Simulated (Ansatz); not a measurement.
The system is SnTe.

```xyz
2
Lattice="0.0000 3.1509 3.1509 3.1509 0.0000 3.1509 3.1509 3.1509 0.0000" Properties=species:S:1:pos:R:3 pbc="T T T"
Te    3.1509    3.1509    3.1509
Sn    0.0000    0.0000    0.0000
```

Base run:

```yaml
Program: Ansatz 0.2.0
Functional: PBE
Potentials_or_basis: Ansatz PAW
Cutoff: 600 eV
Density_cutoff: 2400 eV
k_mesh: 7 × 7 × 7
Occupations: fermi-dirac, width 0.05 eV
Spin: no spin polarisation
```

Its results: pressure 2.2 GPa.

Q: After a change of settings the same cell gave: pressure -1.6 GPa. Which change was it?
A. cutoff from 600 eV to 420 eV (not typed: the program's choice for these potentials); spin from no spin polarisation to spin-orbit coupling, no magnetisation; potential files from those of the base run to others of the same set
B. functional from PBE to SVWN5; cutoff from 600 eV to 420 eV (not typed: the program's choice for these potentials)
C. potentials or basis from Ansatz PAW to Ansatz NC; cutoff from 600 eV to 1120 eV (not typed: the program's choice for these potentials)

A: B.

SVWN5 binds more tightly than PBE, so the same cell stands under less pressure.

Caveats: the PAW data sets come from PBE, with cores solved anew for the run's functional, which leaves a small shift of forces and pressure (some runs).
